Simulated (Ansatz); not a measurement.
## Density of states of Cu₃Au

```cif
data_structure
_symmetry_space_group_name_H-M 'Pm-3m'
_symmetry_Int_Tables_number 221
_cell_length_a 3.7400
_cell_length_b 3.7400
_cell_length_c 3.7400
_cell_angle_alpha 90.000
_cell_angle_beta 90.000
_cell_angle_gamma 90.000
_cell_volume 52.31
loop_
_atom_site_label
_atom_site_type_symbol
_atom_site_symmetry_multiplicity
_atom_site_Wyckoff_symbol
_atom_site_fract_x
_atom_site_fract_y
_atom_site_fract_z
_atom_site_occupancy
Cu1 Cu 3 c 0.00000 0.50000 0.50000 1
Au1 Au 1 a 0.00000 0.00000 0.00000 1
```

The runs use the primitive cell with vectors (3.740, 0.000, 0.000), (0.000, 3.740, 0.000), (0.000, 0.000, 3.740) Å, to which the k mesh refers.

The structure is cubic, space group Pm-3m (No. 221). Conventional cell: a = 3.740 Å, b = 3.740 Å, c = 3.740 Å, α = 90.00°, β = 90.00°, γ = 90.00°. Cu (site symmetry 4/mmm) has 8 Cu at 2.64 Å and 4 Au at 2.64 Å as nearest neighbours. Au (site symmetry m-3m) has 12 Cu at 2.64 Å as nearest neighbours.

The cell is COD entry 9013496, as deposited and not checked against the literature; nothing was relaxed.

Spin–orbit coupling is left out, though it moves levels of the heavy atoms by tenths of an eV or more.

Method: Ansatz 0.2.0, DFT, PBE, all-electron LAPW, scalar-relativistic.

Numerical set-up: a Γ-centred 10×10×10 k mesh, Fermi–Dirac smearing of 0.08 eV, basis error target 1 meV/atom, no spin polarisation.

States per eV and cell, averaged over 0.4 eV, from -9.8 to 6.8 eV, with energies (bin centres) from the Fermi level; empty bins are left out. The partial columns, the largest 4 alone, are projections on Löwdin-orthogonalised atomic shells (those that the program's projection atoms carry: the occupied ones and, for some elements, an empty d or f shell; other empty shells have no column), summed over atoms of an element. Weights on diffuse s and p shells depend on that basis and aren't pure angular character.

```json
{"E (eV)": "-9.7", "total": "0.04", "Cu 3d": "0.00", "Au 5d": "0.00", "Cu 4s": "0.03", "Au 6s": "0.01"}
{"E (eV)": "-9.3", "total": "0.19", "Cu 3d": "0.00", "Au 5d": "0.00", "Cu 4s": "0.13", "Au 6s": "0.05"}
{"E (eV)": "-8.9", "total": "0.29", "Cu 3d": "0.00", "Au 5d": "0.00", "Cu 4s": "0.19", "Au 6s": "0.08"}
{"E (eV)": "-8.5", "total": "0.38", "Cu 3d": "0.01", "Au 5d": "0.01", "Cu 4s": "0.24", "Au 6s": "0.12"}
{"E (eV)": "-8.1", "total": "0.49", "Cu 3d": "0.01", "Au 5d": "0.02", "Cu 4s": "0.29", "Au 6s": "0.15"}
{"E (eV)": "-7.7", "total": "0.70", "Cu 3d": "0.03", "Au 5d": "0.05", "Cu 4s": "0.37", "Au 6s": "0.23"}
{"E (eV)": "-7.3", "total": "0.78", "Cu 3d": "0.04", "Au 5d": "0.10", "Cu 4s": "0.37", "Au 6s": "0.25"}
{"E (eV)": "-6.9", "total": "0.85", "Cu 3d": "0.07", "Au 5d": "0.19", "Cu 4s": "0.35", "Au 6s": "0.23"}
{"E (eV)": "-6.5", "total": "2.21", "Cu 3d": "0.28", "Au 5d": "1.10", "Cu 4s": "0.68", "Au 6s": "0.12"}
{"E (eV)": "-6.1", "total": "5.92", "Cu 3d": "1.06", "Au 5d": "3.51", "Cu 4s": "1.01", "Au 6s": "0.29"}
{"E (eV)": "-5.7", "total": "3.36", "Cu 3d": "0.75", "Au 5d": "2.34", "Cu 4s": "0.23", "Au 6s": "0.01"}
{"E (eV)": "-5.3", "total": "10.12", "Cu 3d": "2.13", "Au 5d": "7.37", "Cu 4s": "0.16", "Au 6s": "0.36"}
{"E (eV)": "-4.9", "total": "3.02", "Cu 3d": "0.60", "Au 5d": "2.04", "Cu 4s": "0.22", "Au 6s": "0.10"}
{"E (eV)": "-4.5", "total": "2.97", "Cu 3d": "1.38", "Au 5d": "1.22", "Cu 4s": "0.22", "Au 6s": "0.11"}
{"E (eV)": "-4.1", "total": "3.11", "Cu 3d": "1.70", "Au 5d": "0.83", "Cu 4s": "0.34", "Au 6s": "0.20"}
{"E (eV)": "-3.7", "total": "3.50", "Cu 3d": "2.72", "Au 5d": "0.44", "Cu 4s": "0.27", "Au 6s": "0.02"}
{"E (eV)": "-3.3", "total": "11.38", "Cu 3d": "9.98", "Au 5d": "0.74", "Cu 4s": "0.40", "Au 6s": "0.06"}
{"E (eV)": "-2.9", "total": "13.75", "Cu 3d": "12.50", "Au 5d": "0.70", "Cu 4s": "0.28", "Au 6s": "0.04"}
{"E (eV)": "-2.5", "total": "11.74", "Cu 3d": "10.58", "Au 5d": "0.78", "Cu 4s": "0.18", "Au 6s": "0.03"}
{"E (eV)": "-2.1", "total": "13.22", "Cu 3d": "12.19", "Au 5d": "0.76", "Cu 4s": "0.15", "Au 6s": "0.04"}
{"E (eV)": "-1.7", "total": "15.57", "Cu 3d": "13.90", "Au 5d": "1.44", "Cu 4s": "0.14", "Au 6s": "0.05"}
{"E (eV)": "-1.3", "total": "2.60", "Cu 3d": "1.84", "Au 5d": "0.35", "Cu 4s": "0.25", "Au 6s": "0.09"}
{"E (eV)": "-0.9", "total": "1.70", "Cu 3d": "0.90", "Au 5d": "0.12", "Cu 4s": "0.43", "Au 6s": "0.08"}
{"E (eV)": "-0.5", "total": "1.27", "Cu 3d": "0.53", "Au 5d": "0.08", "Cu 4s": "0.42", "Au 6s": "0.07"}
{"E (eV)": "-0.1", "total": "0.92", "Cu 3d": "0.26", "Au 5d": "0.07", "Cu 4s": "0.25", "Au 6s": "0.11"}
{"E (eV)": "0.3", "total": "1.06", "Cu 3d": "0.25", "Au 5d": "0.09", "Cu 4s": "0.28", "Au 6s": "0.16"}
{"E (eV)": "0.7", "total": "1.14", "Cu 3d": "0.21", "Au 5d": "0.09", "Cu 4s": "0.34", "Au 6s": "0.15"}
{"E (eV)": "1.1", "total": "1.19", "Cu 3d": "0.18", "Au 5d": "0.08", "Cu 4s": "0.35", "Au 6s": "0.14"}
{"E (eV)": "1.5", "total": "1.08", "Cu 3d": "0.13", "Au 5d": "0.05", "Cu 4s": "0.32", "Au 6s": "0.11"}
{"E (eV)": "1.9", "total": "0.99", "Cu 3d": "0.10", "Au 5d": "0.04", "Cu 4s": "0.27", "Au 6s": "0.09"}
{"E (eV)": "2.3", "total": "0.96", "Cu 3d": "0.08", "Au 5d": "0.03", "Cu 4s": "0.25", "Au 6s": "0.07"}
{"E (eV)": "2.7", "total": "0.85", "Cu 3d": "0.06", "Au 5d": "0.03", "Cu 4s": "0.20", "Au 6s": "0.06"}
{"E (eV)": "3.1", "total": "0.81", "Cu 3d": "0.05", "Au 5d": "0.02", "Cu 4s": "0.18", "Au 6s": "0.08"}
{"E (eV)": "3.5", "total": "0.85", "Cu 3d": "0.05", "Au 5d": "0.02", "Cu 4s": "0.18", "Au 6s": "0.10"}
{"E (eV)": "3.9", "total": "0.91", "Cu 3d": "0.05", "Au 5d": "0.02", "Cu 4s": "0.22", "Au 6s": "0.11"}
{"E (eV)": "4.3", "total": "0.95", "Cu 3d": "0.04", "Au 5d": "0.03", "Cu 4s": "0.34", "Au 6s": "0.10"}
{"E (eV)": "4.7", "total": "1.10", "Cu 3d": "0.04", "Au 5d": "0.03", "Cu 4s": "0.45", "Au 6s": "0.08"}
{"E (eV)": "5.1", "total": "1.09", "Cu 3d": "0.03", "Au 5d": "0.03", "Cu 4s": "0.39", "Au 6s": "0.07"}
{"E (eV)": "5.5", "total": "1.15", "Cu 3d": "0.03", "Au 5d": "0.02", "Cu 4s": "0.34", "Au 6s": "0.05"}
{"E (eV)": "5.9", "total": "1.15", "Cu 3d": "0.02", "Au 5d": "0.02", "Cu 4s": "0.29", "Au 6s": "0.04"}
{"E (eV)": "6.3", "total": "1.12", "Cu 3d": "0.02", "Au 5d": "0.01", "Cu 4s": "0.27", "Au 6s": "0.04"}
{"E (eV)": "6.7", "total": "1.23", "Cu 3d": "0.02", "Au 5d": "0.01", "Cu 4s": "0.30", "Au 6s": "0.07"}
```

Task: Where is the centre of the filled Cu 3d states between -14 eV and the top of the filled states?

Result: -2.72 eV from the Fermi level.
